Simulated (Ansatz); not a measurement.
CaF2: electron density at the nuclei under pressure

```yaml
crystal:
  lattice:
    - [0.00000, 2.73125, 2.73125]
    - [2.73125, 0.00000, 2.73125]
    - [2.73125, 2.73125, 0.00000]
  atoms:
    - { symbol: Ca, position: [0.00000, 0.00000, 0.00000] }
    - { symbol: F, position: [0.25000, 0.25000, 0.25000] }
    - { symbol: F, position: [0.75000, 0.75000, 0.75000] }
```

Atoms are numbered in the order listed.

The cell is COD entry 5000222, as deposited and not checked against the literature; nothing was relaxed.

Level of theory: DFT, PBEsol, all-electron PAW with datasets made for the crystal, scalar-relativistic in Ansatz 0.2.0.

Settings: a Γ-centred 8×8×8 k mesh, Fermi–Dirac smearing of 0.02 eV, cutoff 300 eV (chosen by the program for this cell), no spin polarisation.

The contact density is the mean electron density over the nuclear volume; its changes follow the s electrons' response to bonding and compression. Changes below are taken from the unscaled cell, where it is 41181.1 e/Å³ at Ca1, 3109.75 e/Å³ at F2.

Volumes at which the program chose other datasets or cutoffs are left out.

The datasets are made afresh for each cell, so very small changes are uncertain.

Problem. Does compression raise or lower the contact density at F2?

Solution. It lowers it, by 0.13 e/Å³ over the whole range.

Problem. Tabulate the changes with volume.

Solution. 
```csv
V/V(cell),P (GPa),Δρ(0) Ca1 (e/Å³),Δρ(0) F2 (e/Å³)
0.9900,-1.1,0.04,-0.02
1.0000,-1.9,0.00,0.00
1.0100,-2.7,-0.04,0.02
1.0200,-3.4,-0.07,0.04
1.0400,-4.7,-0.14,0.07
1.0600,-5.9,-0.21,0.11
```
